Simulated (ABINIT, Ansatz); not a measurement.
## How the form of the self-energy moves the gap of MgO (Periclase)

Wanted: the gap of MgO (Periclase) under several approximations, with cost.

Calculated with ABINIT 10.8.3; PBE and many-body steps on it, plane waves.

The database entry behind the starting cell differs from later determinations by our own check (about 0.1 % long), so it need not match the best structure at ambient conditions.

## Step 1: The starting structure

Symmetry: Fm-3m, No. 225, cubic system. Conventional cell: a = 4.217 Å, b = 4.217 Å, c = 4.217 Å, α = 90.00°, β = 90.00°, γ = 90.00°. Mg has 6 O at 2.11 Å nearest. O has 6 Mg at 2.11 Å nearest. Farther neighbours and most contacts between anions are not listed.

Structure file:

```cif
data_structure
_symmetry_space_group_name_H-M 'P 1'
_symmetry_Int_Tables_number 1
_cell_length_a 2.9819
_cell_length_b 2.9819
_cell_length_c 2.9819
_cell_angle_alpha 60.000
_cell_angle_beta 60.000
_cell_angle_gamma 60.000
_cell_volume 18.75
loop_
_atom_site_label
_atom_site_type_symbol
_atom_site_fract_x
_atom_site_fract_y
_atom_site_fract_z
_atom_site_occupancy
Mg1 Mg 0.00000 0.00000 0.00000 1
O2 O 0.50000 0.50000 0.50000 1
```

The cell and positions come from the Crystallography Open Database and are kept as given unless a step says otherwise.

## Step 2: Empty states on the mesh, 8×8×8 mesh, 356 bands

This step: ABINIT 10.8.3; DFT, PBE, plane waves, norm-conserving pseudopotentials.

The sums over transitions need many empty states on a uniform mesh; this step solves for them.

run.abi reads:

```
acell 3*1.0 Angstrom
rprim 
  -0.000000000000 2.108500000000 2.108500000000
  2.108500000000 0.000000000000 2.108500000000
  2.108500000000 2.108500000000 0.000000000000
ntypat 2
znucl 12 8
natom 2
typat 1 2
xred 
  0.000000000000 0.000000000000 0.000000000000
  0.500000000000 0.500000000000 0.500000000000
pp_dirpath "pseudos"
pseudos "Mg.upf, O.upf"
ecut 38
ngkpt 8 8 8
nshiftk 1
shiftk 0 0 0
kptopt 1
chksymbreak 0
irdden 1
istwfk *1
nband 356
prtvol 0
optdriver 6
gwr_task "HDIAGO"
paral_kgb 0
occopt 1
indata_prefix "in"
outdata_prefix "out"
tmpdata_prefix "tmp"
```

Run with:

```
$ OMP_NUM_THREADS=1 mpirun -n 8 abinit run.abi > log
```

Output:

```text
.Version 10.8.3 of ABINIT. v10.8.2 released Aug 2026.

 Symmetries : space group Fm -3 m (#225); Bravais cF (face-center cubic)
[... echo of the input left out ...]
== DATASET  1 ==================================================================
-   mpi_nproc: 8, omp_nthreads: 1 (-1 if OMP is not activated)

--- !DatasetInfo
iteration_state: {dtset: 1, }
dimensions: {natom: 2, nkpt: 29, mband: 356, nsppol: 1, nspinor: 1, nspden: 1, mpw: 1428, }
cutoff_energies: {ecut:  38.0, pawecutdg:  -1.0, }
[...]
Direct band gap semiconductor
 Fundamental gap:     4.733 (eV)
   VBM:     4.693 (eV) at k: [ 0.0000E+00,  0.0000E+00,  0.0000E+00]
   CBM:     9.426 (eV) at k: [ 0.0000E+00,  0.0000E+00,  0.0000E+00]
 Direct gap:         4.733 (eV) at k: [ 0.0000E+00,  0.0000E+00,  0.0000E+00]

== END DATASET(S) ==============================================================
================================================================================

 -outvars: echo values of variables after computation  --------
           etotal      0.0000000000E+00
            nband         356
             nkpt          29
          spgroup         225
 [... the other variables as echoed above ...]

 Calculation completed.
```

It took 11 s on 8 MPI ranks of Arm Neoverse V2, shared host; peak memory 1.6 GiB.

Numbers from this step:

| Quantity | Value |
| --- | --- |
| gap | 4.733 eV |
| k of the valence top | 0, 0, 0 |
| k of the conduction bottom | 0, 0, 0 |
| least direct gap | 4.733 eV |
| k points computed | 29 |
| lowest point of the top converged band, above the valence top | 383.9659 eV |

On this mesh the gap is 4.733 eV.

The density comes from a self-consistent run that is not shown.

## Step 3: Screening, 8×8×8 mesh, 146 bands, screening to 283 eV

The RPA dielectric matrix is built and inverted for each q.

This step: RPA screening on PBE, plane waves, norm-conserving pseudopotentials.

run.abi: that of step 2 with these lines changed.

```diff
@@ -20,10 +20,11 @@
 chksymbreak 0
-irdden 1
 istwfk *1
-nband 356
-prtvol 0
-optdriver 6
-gwr_task "HDIAGO"
-paral_kgb 0
 occopt 1
+irdwfk 1
+optdriver 3
+nband 146
+ecuteps 10.4
+inclvkb 2
+awtr 1
+symchi 1
 indata_prefix "in"
```

Output:

```text
.Version 10.8.3 of ABINIT. v10.8.2 released Aug 2026.

 Symmetries : space group Fm -3 m (#225); Bravais cF (face-center cubic)
[... echo of the input left out ...]
== DATASET  1 ==================================================================
-   mpi_nproc: 8, omp_nthreads: 1 (-1 if OMP is not activated)

--- !DatasetInfo
iteration_state: {dtset: 1, }
dimensions: {natom: 2, nkpt: 29, mband: 146, nsppol: 1, nspinor: 1, nspden: 1, mpw: 1428, }
cutoff_energies: {ecut:  38.0, pawecutdg:  -1.0, }
electrons: {nelect:   1.60000000E+01, charge:   0.00000000E+00, occopt:   1.00000000E+00, tsmear:   1.00000000E-02, }

 SCREENING: Calculation of the susceptibility and dielectric matrices

 Based on a program developped by R.W. Godby, V. Olevano, G. Onida, and L. Reining.
 Incorporated in ABINIT by V. Olevano, G.-M. Rignanese, and M. Torrent.
.Using double precision arithmetic ; gwpc =  8

[... cell and pseudopotentials left out ...]
--------------------------------------------------------------------------------

 ==== K-mesh for the wavefunctions ====
 Number of points in the irreducible wedge :    29
[... list of points left out ...]
 Together with 48 symmetry operations and time-reversal symmetry
 yields   512 points in the full Brillouin Zone.

 ==== Q-mesh for the screening function ====
 Number of points in the irreducible wedge :    29
[... list of points left out ...]
 Together with 48 symmetry operations and time-reversal symmetry
 yields   512 points in the full Brillouin Zone.

 setmesh: FFT mesh size selected  =    24x   24x   24
          total number of points  =        13824

 vcoul_init : cutoff-mode = AUXILIARY_FUNCTION
 q-points for optical limit:   1
     1)      0.000010    0.000020    0.000030

- screening: taking advantage of time-reversal symmetry
- Maximum band index for partially occupied states nbvw = 8
- Remaining bands to be divided among processors   nbcw = 138
- Number of bands treated by each node ~17

 Number of electrons calculated from density =   16.0000; Expected =   16.0000
 average of density, n =  0.126466
 r_s =    1.2359
 omega_plasma =   34.3038 [eV]

 calculating chi0 at frequencies [eV] :
  1    0.000000E+00    0.000000E+00
  2    0.000000E+00    3.430377E+01

--------------------------------------------------------------------------------
  q-point number  1        q = ( 0.000000, 0.000000, 0.000000) [r.l.u.]
--------------------------------------------------------------------------------
[... chi0 elements left out ...]
 For q-point:  0.000010 0.000020 0.000030
  dielectric constant =   3.0222
  dielectric constant without local fields =   3.2442

  Average fulfillment of the sum rule on Im[epsilon] for q-point    1 :     83.43  [%]
[... wings left out ...]
  q-point number  2        q = ( 0.125000, 0.000000, 0.000000) [r.l.u.]
--------------------------------------------------------------------------------
[... chi0 elements left out ...]
  Average fulfillment of the sum rule on Im[epsilon] for q-point    2 :     95.97  [%]

 [... 27 further q-points ...]
```

The job ended after 3.7 min (8 MPI ranks; peak memory 2.5 GiB; 29 min of CPU time).

Numbers from this step:

| Property | Result |
| --- | --- |
| ε∞ with local fields, on this mesh, along the program's q direction | 3.022 |
| the same without local fields | 3.244 |
| plasma frequency | 34.30 eV |
| plane waves in the screening matrix | 181 |

Local fields lower ε∞ by 7 %.

## Step 4: G0W0, Godby-Needs plasmon pole

The self-energy is evaluated for the states that the input lists, and the levels follow from it, in one-shot runs by the linearised quasiparticle equation.

This step: G0W0 on PBE, plane waves, norm-conserving pseudopotentials.

run.abi: that of step 3 with these lines changed.

```diff
@@ -23,8 +23,15 @@
 irdwfk 1
-optdriver 3
+optdriver 4
 nband 146
+gwcalctyp 0
+ecutsigx 38
+symsigma 1
+nkptgw 1
+kptgw 
+  0.0000000000 0.0000000000 0.0000000000
+bdgw 
+  6 12
 ecuteps 10.4
-inclvkb 2
-awtr 1
-symchi 1
+irdscr 1
+ppmodel 1
 indata_prefix "in"
```

Output:

```text
.Version 10.8.3 of ABINIT. v10.8.2 released Aug 2026.

 Symmetries : space group Fm -3 m (#225); Bravais cF (face-center cubic)
[... echo of the input left out ...]
== DATASET  1 ==================================================================
-   mpi_nproc: 8, omp_nthreads: 1 (-1 if OMP is not activated)

--- !DatasetInfo
iteration_state: {dtset: 1, }
dimensions: {natom: 2, nkpt: 29, mband: 146, nsppol: 1, nspinor: 1, nspden: 1, mpw: 1428, }
cutoff_energies: {ecut:  38.0, pawecutdg:  -1.0, }
electrons: {nelect:   1.60000000E+01, charge:   0.00000000E+00, occopt:   1.00000000E+00, tsmear:   1.00000000E-02, }

 SIGMA: Calculation of the GW corrections

 Based on a program developped by R.W. Godby, V. Olevano, G. Onida, and L. Reining.
 Incorporated in ABINIT by V. Olevano, G.-M. Rignanese, and M. Torrent.
.Using double precision arithmetic ; gwpc =  8

[... cell and pseudopotentials left out ...]
--------------------------------------------------------------------------------

 ==== K-mesh for the wavefunctions ====
 Number of points in the irreducible wedge :    29
[... list of points left out ...]
 Together with 48 symmetry operations and time-reversal symmetry
 yields   512 points in the full Brillouin Zone.

 ==== Q-mesh for screening function ====
 Number of points in the irreducible wedge :    29
[... list of points left out ...]
 Together with 48 symmetry operations and time-reversal symmetry
 yields   512 points in the full Brillouin Zone.

 vcoul_init : cutoff-mode = AUXILIARY_FUNCTION
 q-points for optical limit:   1
     1)      0.000010    0.000020    0.000030
 setmesh: FFT mesh size selected  =    32x   32x   32
          total number of points  =        32768

 Number of electrons calculated from density =   16.0000; Expected =   16.0000
 average of density, n =  0.126466
 r_s =    1.2359
 omega_plasma =   34.3038 [eV]

 === KS Band Gaps ===
  >>>> For spin  1
   Minimum direct gap =   4.7331 [eV], located at k-point      :   0.0000  0.0000  0.0000
   Fundamental gap    =   4.7331 [eV], Top of valence bands at :   0.0000  0.0000  0.0000
                                       Bottom of conduction at :   0.0000  0.0000  0.0000
 SIGMA fundamental parameters:
 PLASMON POLE MODEL  1
 number of plane-waves for SigmaX                 1411
 number of plane-waves for SigmaC and W            181
 number of plane-waves for wavefunctions          1411
 number of bands                                   146
 number of independent spin polarizations            1
 number of spinorial components                      1
 number of k-points in IBZ                          29
 number of q-points in IBZ                          29
 number of symmetry operations                      48
 number of k-points in BZ                          512
 number of q-points in BZ                          512
 number of frequencies for dSigma/dE                 9
 frequency step for dSigma/dE [eV]                0.25
 number of omega for Sigma on real axis              0
 max omega for Sigma on real axis  [eV]           0.00
 zcut for avoiding poles [eV]                     0.10

 EPSILON^-1 parameters (SCR file):
 dimension of the eps^-1 matrix on file            181
 dimension of the eps^-1 matrix used               181
 number of plane-waves for wavefunctions          1411
 number of bands                                   146
 number of q-points in IBZ                          29
 number of frequencies                               2
 number of real frequencies                          1
 number of imag frequencies                          1

 matrix elements of self-energy operator (all in [eV])

 Perturbative Calculation

--- !SelfEnergy_ee
iteration_state: {dtset: 1, }
kpoint     : [   0.000,    0.000,    0.000, ]
spin       : 1
KS_gap     :    4.733
QP_gap     :    7.046
Delta_QP_KS:    2.313
data: !SigmaeeData |
     Band     E0 <VxcDFT>   SigX SigC(E0)      Z dSigC/dE  Sig(E)    E-E0       E
        6   4.693 -20.107 -25.563   3.620   0.806  -0.241 -21.587  -1.480   3.214
        7   4.693 -20.107 -25.563   3.620   0.806  -0.241 -21.587  -1.480   3.214
        8   4.693 -20.107 -25.563   3.620   0.806  -0.241 -21.587  -1.480   3.214
        9   9.426 -13.453  -8.932  -3.546   0.854  -0.171 -12.620   0.833  10.260
       10  20.632  -9.568  -3.684  -4.665   0.862  -0.160  -8.518   1.051  21.683
       11  20.632  -9.568  -3.684  -4.665   0.862  -0.160  -8.518   1.051  21.683
       12  20.632  -9.568  -3.684  -4.665   0.862  -0.160  -8.518   1.051  21.683

== END DATASET(S) ==============================================================
================================================================================

 -outvars: echo values of variables after computation  --------
           etotal      0.0000000000E+00
            nband         146
             nkpt          29
          spgroup         225
 [... the other variables as echoed above ...]

 Calculation completed.
```

It took 7.3 s on 8 MPI ranks; peak memory 2 GiB.

Numbers from this step:

* G0W0 gap on the points computed: 7.046 eV
* starting gap on the mesh: 4.733 eV
* k of the valence top: 0, 0, 0
* k of the conduction bottom: 0, 0, 0
* Z at the valence top: 0.806
* Z at the conduction bottom: 0.854
* least direct G0W0 gap on the computed points: 7.046 eV

The gap on the mesh goes from 4.73 eV to 7.05 eV, a correction of +2.31 eV.

## Step 5: G0W0, Hybertsen-Louie plasmon pole

run.abi: that of step 4 with these lines changed.

```diff
@@ -35,3 +35,3 @@
 irdscr 1
-ppmodel 1
+ppmodel 2
 indata_prefix "in"
```

Output:

```text
.Version 10.8.3 of ABINIT. v10.8.2 released Aug 2026.

 Symmetries : space group Fm -3 m (#225); Bravais cF (face-center cubic)
[... echo of the input left out ...]
== DATASET  1 ==================================================================
-   mpi_nproc: 8, omp_nthreads: 1 (-1 if OMP is not activated)

--- !DatasetInfo
iteration_state: {dtset: 1, }
dimensions: {natom: 2, nkpt: 29, mband: 146, nsppol: 1, nspinor: 1, nspden: 1, mpw: 1428, }
cutoff_energies: {ecut:  38.0, pawecutdg:  -1.0, }
electrons: {nelect:   1.60000000E+01, charge:   0.00000000E+00, occopt:   1.00000000E+00, tsmear:   1.00000000E-02, }

 SIGMA: Calculation of the GW corrections

 Based on a program developped by R.W. Godby, V. Olevano, G. Onida, and L. Reining.
 Incorporated in ABINIT by V. Olevano, G.-M. Rignanese, and M. Torrent.
.Using double precision arithmetic ; gwpc =  8

[... cell and pseudopotentials left out ...]
--------------------------------------------------------------------------------

 ==== K-mesh for the wavefunctions ====
 Number of points in the irreducible wedge :    29
[... list of points left out ...]
 Together with 48 symmetry operations and time-reversal symmetry
 yields   512 points in the full Brillouin Zone.

 ==== Q-mesh for screening function ====
 Number of points in the irreducible wedge :    29
[... list of points left out ...]
 Together with 48 symmetry operations and time-reversal symmetry
 yields   512 points in the full Brillouin Zone.

 vcoul_init : cutoff-mode = AUXILIARY_FUNCTION
 q-points for optical limit:   1
     1)      0.000010    0.000020    0.000030
 setmesh: FFT mesh size selected  =    32x   32x   32
          total number of points  =        32768

 Number of electrons calculated from density =   16.0000; Expected =   16.0000
[...]
number of q-points in BZ                          512
 number of frequencies for dSigma/dE                 9
 frequency step for dSigma/dE [eV]                0.25
 number of omega for Sigma on real axis              0
 max omega for Sigma on real axis  [eV]           0.00
 zcut for avoiding poles [eV]                     0.10

 EPSILON^-1 parameters (SCR file):
 dimension of the eps^-1 matrix on file            181
 dimension of the eps^-1 matrix used               181
 number of plane-waves for wavefunctions          1411
 number of bands                                   146
 number of q-points in IBZ                          29
 number of frequencies                               2
 number of real frequencies                          1
 number of imag frequencies                          1

 matrix elements of self-energy operator (all in [eV])

 Perturbative Calculation

--- !SelfEnergy_ee
iteration_state: {dtset: 1, }
kpoint     : [   0.000,    0.000,    0.000, ]
spin       : 1
KS_gap     :    4.733
QP_gap     :    7.451
Delta_QP_KS:    2.718
data: !SigmaeeData |
     Band     E0 <VxcDFT>   SigX SigC(E0)      Z dSigC/dE  Sig(E)    E-E0       E
        6   4.693 -20.107 -25.563   2.799   0.884  -0.131 -22.456  -2.349   2.345
        7   4.693 -20.107 -25.563   2.799   0.884  -0.131 -22.456  -2.349   2.345
        8   4.693 -20.107 -25.563   2.799   0.884  -0.131 -22.456  -2.349   2.345
        9   9.426 -13.453  -8.932  -4.110   0.899  -0.112 -13.083   0.370   9.796
       10  20.632  -9.568  -3.684  -5.081   0.904  -0.106  -8.842   0.727  21.359
       11  20.632  -9.568  -3.684  -5.081   0.904  -0.106  -8.842   0.727  21.359
       12  20.632  -9.568  -3.684  -5.081   0.904  -0.106  -8.842   0.727  21.359

== END DATASET(S) ==============================================================
================================================================================

 -outvars: echo values of variables after computation  --------
           etotal      0.0000000000E+00
            nband         146
             nkpt          29
          spgroup         225
 [... the other variables as echoed above ...]

 Calculation completed.
```

Elapsed: 7.1 s, on 8 MPI ranks; peak memory 2 GiB.

This step gave:

```yaml
g0w0_gap_on_the_points_computed: 7.451 eV
starting_gap_on_the_mesh: 4.733 eV
k_of_the_valence_top: 0, 0, 0
k_of_the_conduction_bottom: 0, 0, 0
z_at_the_valence_top: 0.884
z_at_the_conduction_bottom: 0.899
least_direct_g0w0_gap_on_the_computed_points: 7.451 eV
```

Against G0W0 in ABINIT (8×8×8 mesh, 146 bands, screening to 283 eV, Godby-Needs plasmon pole), the gap moves by +0.405 eV.

## Step 6: G0W0, Engel-Farid plasmon pole

run.abi: that of step 5 with these lines changed.

```diff
@@ -35,3 +35,3 @@
 irdscr 1
-ppmodel 2
+ppmodel 4
 indata_prefix "in"
```

Output:

```text
.Version 10.8.3 of ABINIT. v10.8.2 released Aug 2026.

 Symmetries : space group Fm -3 m (#225); Bravais cF (face-center cubic)
[... echo of the input left out ...]
== DATASET  1 ==================================================================
-   mpi_nproc: 8, omp_nthreads: 1 (-1 if OMP is not activated)

--- !DatasetInfo
iteration_state: {dtset: 1, }
dimensions: {natom: 2, nkpt: 29, mband: 146, nsppol: 1, nspinor: 1, nspden: 1, mpw: 1428, }
cutoff_energies: {ecut:  38.0, pawecutdg:  -1.0, }
[...]
10  20.632  -9.568  -3.684  -4.811   0.875  -0.142  -8.629   0.939  21.571
       11  20.632  -9.568  -3.684  -4.811   0.875  -0.142  -8.629   0.939  21.571
       12  20.632  -9.568  -3.684  -4.811   0.875  -0.142  -8.629   0.939  21.571

== END DATASET(S) ==============================================================
================================================================================

 -outvars: echo values of variables after computation  --------
           etotal      0.0000000000E+00
            nband         146
             nkpt          29
          spgroup         225
 [... the other variables as echoed above ...]

 Calculation completed.
```

Run time: 4.6 s. Hardware: 8 MPI ranks; peak memory 1.3 GiB; 36 s of CPU time.

Numbers from this step:

```yaml
g0w0_gap_on_the_points_computed: 7.18 eV
starting_gap_on_the_mesh: 4.733 eV
k_of_the_valence_top: 0, 0, 0
k_of_the_conduction_bottom: 0, 0, 0
least_direct_g0w0_gap_on_the_computed_points: 7.18 eV
```

Against G0W0 in ABINIT (8×8×8 mesh, 146 bands, screening to 283 eV, Godby-Needs plasmon pole), the gap moves by +0.134 eV.

## Step 7: The runs together

Times are wall times on 8 MPI ranks of Arm Neoverse V2, shared host, good to a factor of about two. A run's time includes the screening step that it read.

```tsv
run	mesh	bands	screening cutoff (eV)	DFT gap (eV)	gap on the mesh (eV)	direct (eV)	ε∞ used	time
G0W0, Godby-Needs plasmon pole	8×8×8	146	283	4.733	7.046	7.046	3.02	3.8 min
G0W0, Hybertsen-Louie plasmon pole	8×8×8	146	283	4.733	7.451	7.451	3.02	3.8 min
G0W0, Engel-Farid plasmon pole	8×8×8	146	283	4.733	7.180	7.180	3.02	3.8 min
```

## Step 8: Results

| Item | Value |
| --- | --- |
| G0W0, Godby-Needs plasmon pole | 7.046 eV |
| G0W0, Hybertsen-Louie plasmon pole | 7.451 eV |
| G0W0, Engel-Farid plasmon pole | 7.180 eV |
| known limits | not at the basis limit |

In words: G0W0, Hybertsen-Louie plasmon pole: +0.405 eV against G0W0, Godby-Needs plasmon pole. G0W0, Engel-Farid plasmon pole: +0.134 eV against G0W0, Godby-Needs plasmon pole. Bands and cutoff are finite, so the gap is not at the basis limit. The miss can reach some tenths of an eV and take either sign; the mesh is an error of its own. In the G0W0 runs levels were corrected at 1 k point alone, so a gap called «on the mesh» is the least over those, and an edge elsewhere would be missed.

[Paths, hosts, dates, memory and timing lines, banners, echoed tables and standing remarks are left out of the program output.]

[Logs are printed without paths, hosts, clocks, repeated set-up lines and the standing remarks that a program may print on its own settings, such as how far it seeks lower states.]

[Runs of the session that timed out or met a known fault of the program may be left out.]

[Hosts, paths, dates, database ids (printed as entryN), source tags and the programs' standing remarks are cut or masked in the printed files.]

[G0W0 gaps are taken among the corrected bands and points alone; a level outside them can change the order at an edge.]

[Where Ansatz stands beside ABINIT at settings called matched, ABINIT's density can come from a denser mesh and the files from another edition; pairs whose starting gaps differed by over 0.03 eV were left out, so agreement reads better than it is.]
